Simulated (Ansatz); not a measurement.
MnS:

```
Mn S
1.0
     3.95358    0.00000    0.00000
    -1.97679    3.42390    0.00000
     0.00000    0.00000    6.34253
Mn S
2 2
Direct
  0.66667 0.33333 0.49884
  0.33333 0.66667 0.99884
  0.33333 0.66667 0.62615
  0.66667 0.33333 0.12615
```

The cell is a database's computed one.

Base run:

```yaml
Program: Ansatz 0.2.0
Functional: r2SCAN0
Potentials_or_basis: Ansatz PAW
Cutoff: 500 eV
Density_cutoff: 2000 eV
k_mesh: 5 × 5 × 3
Occupations: fermi-dirac, width 0.05 eV
Spin: collinear spin, ferromagnetic start
Starting_moments: "[4.0, 4.0, 0.0, 0.0] μB"
```

Its results: band gap on the k mesh 3.24 eV, indirect (least direct gap 3.26 eV); net moment 10.00 μB per cell; site moments Mn +4.36; S +0.07 μB; largest force 0.351 eV/Å.

Q: After a change of settings the same cell gave: band gap on the k mesh 2.69 eV, indirect (least direct gap 2.94 eV); net moment 10.00 μB per cell; site moments Mn +4.31; S +0.08 μB; largest force 0.337 eV/Å. Which change was it?
A. functional from r2SCAN0 to PBE0; cutoff from 500 eV to 420 eV; density cutoff from 2000 eV to 1680 eV
B. k mesh from 5 × 5 × 3 to 4 × 4 × 2
C. functional from r2SCAN0 to r2SCANh; k mesh from 5 × 5 × 3 to 4 × 4 × 2
D. functional from r2SCAN0 to HSE03; cutoff from 500 eV to 420 eV; density cutoff from 2000 eV to 1680 eV; k mesh from 5 × 5 × 3 to 4 × 4 × 2

A: A.

Caveats: the magnetic or orbital state may not be the lowest; only a ferromagnetic start was run, and an antiferromagnetic order may lie lower in energy; the PAW data sets come from PBE, with cores solved anew for the run's functional, which leaves a small shift of forces and pressure.

Not every run made on this cell is shown here.
